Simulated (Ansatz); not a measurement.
## How much do the gradients of Sb2S3 depend on the method?

Cell: a structure deposited in the COD, its atoms then relaxed with PBE in this cell.

Space group Pnma (No. 62); a = 11.3110, b = 3.8389, c = 11.2230 Å.

```
site  Wyckoff  site symmetry       x       y       z
 Sb1       4c            .m.  0.4734  0.2500  0.3251
 Sb5       4c            .m.  0.3491  0.7500  0.0343
  S9       4c            .m.  0.2911  0.2500  0.1907
 S13       4c            .m.  0.5505  0.7500  0.1244
 S17       4c            .m.  0.3755  0.7500  0.4403
```

One atom of each set is listed.

First run. Computed with Ansatz: DFT, PBE, plane waves and PAW, scalar-relativistic, 420 eV cutoff, Γ-centred 3×7×3 k-points, Fermi–Dirac smearing 0.02 eV.

```csv
site,V_zz (10²¹ V/m²),η
Sb1,-14.27,0.41
Sb5,-17.11,0.03
S9,4.75,0.79
S13,6.26,0.84
S17,-13.00,0.33
```

Second run. The same atoms and settings, except that the functional is r2SCAN and the cutoff is 500 eV.

(1) Given the first result, estimate the second.

Results:

(1) 

```tsv
site	V_zz	η	change of V_zz
Sb1	-15.79	0.41	-1.52
Sb5	-18.87	0.04	-1.76
S9	4.85	0.84	+0.10
S13	6.70	0.77	+0.44
S17	-13.29	0.34	-0.29
```

The largest change of V_zz is on Sb5, from -17.11 to -18.87. In per cent, |V_zz| changes by +10 to +11 on Sb, +2 to +7 on S (all sites that start above 0.5).

Without spin–orbit coupling (the program notes it for Sb) the gradients are little affected as a rule: paired runs on crystals with a gap mostly move them by under 2 % at such atoms. With these PAW files V_zz is typically within 2 to 3 % of all-electron values, but misses above 10 % occur on Sb.
For the second run: The largest force is 0.3 eV/Å, so the atoms aren't at the calculated equilibrium and relaxing them would move these values.
